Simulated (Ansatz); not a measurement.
## Structures of MnAs: which is lowest?

Plane-wave DFT in Ansatz with scalar-relativistic PAW potentials, cutoff 500 eV, Γ-centred meshes chosen by cell and gap, Gaussian smearing with energies taken to zero width. Every cell was relaxed (cell and atoms) in a run of its own, within the symmetry of its start. Functional: r2SCAN.

Relaxed structures (starts from databases or built by putting these elements on another compound's sites):
A. P6_3/mmc, 4 atoms in the computed cell, a = 3.748 Å, c = 5.715 Å; sites (symmetry × multiplicity) Mn -3m. × 2, As -6m2 × 2; start: database
B. F-43m, 2 atoms in the computed cell, a = 5.721 Å; sites (symmetry × multiplicity) Mn -43m × 4, As -43m × 4; start: built

Rank them by energy. Could pressure change the order?

| structure | group | E − E(lowest) (meV/atom) | V (Å³/atom) | gap on mesh (eV) |
| --- | --- | --- | --- | --- |
| A | P6_3/mmc | 0.0 | 17.38 | 0.00 |
| B | F-43m | 282 | 23.40 | 0.00 |

A is lowest, 282 meV/atom under B. The lowest is also the densest of these, so pressure wouldn't bring one of the others in at first order. Other structures may lie lower than all of these, and vibrations aren't counted.

The state reached may not be the lowest one. Only parallel moments were tried here. Magnetic cells started from one order each; another order can shift an energy by tens of meV per atom.